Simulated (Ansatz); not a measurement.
Take Ti3SiC2 (space group P6_3/mmc, No. 194; a = 3.073 Å, c = 17.723 Å) as the base. Axes: x lies along a and z along c of the hexagonal cell.

The values are results of Ansatz (a quantum-chemistry and plane-wave program), PBE, PAW, cutoff 420 eV, no spin-orbit coupling, not measurements.

Strains are applied to the cell and any free atomic positions relax; under biaxial strain the out-of-plane vector relaxes too; under stress the whole cell relaxes.

One change was made to it. Results:

The volume per atom shrinks by 0.022 Å³ (12.08 Å³ → 12.05 Å³); the band gap remains zero.

Problem. What was done to the base?
A) isotropic strain −2.62 %
B) biaxial strain +4.63 %, plane normal [001], relaxed out of plane
C) uniaxial stress, 1 GPa compression along x
D) uniaxial strain ε_yy = −5.75 %

Solution. C, uniaxial stress, 1 GPa compression along x. For comparison, the volume per atom in the other runs: uniaxial strain ε_yy = −5.75 % gives 11.38 Å³; isotropic strain −2.62 % gives 11.15 Å³; biaxial strain +4.63 %, plane normal [001], relaxed out of plane gives 12.88 Å³.

Without a gap, meshes like the base's 14×14×3 leave anisotropic stresses uncertain by several tenths of a GPa, and small strain energies with them. Beyond what the load breaks, stability against distortions was not tested. The final runs are not spin-polarised.
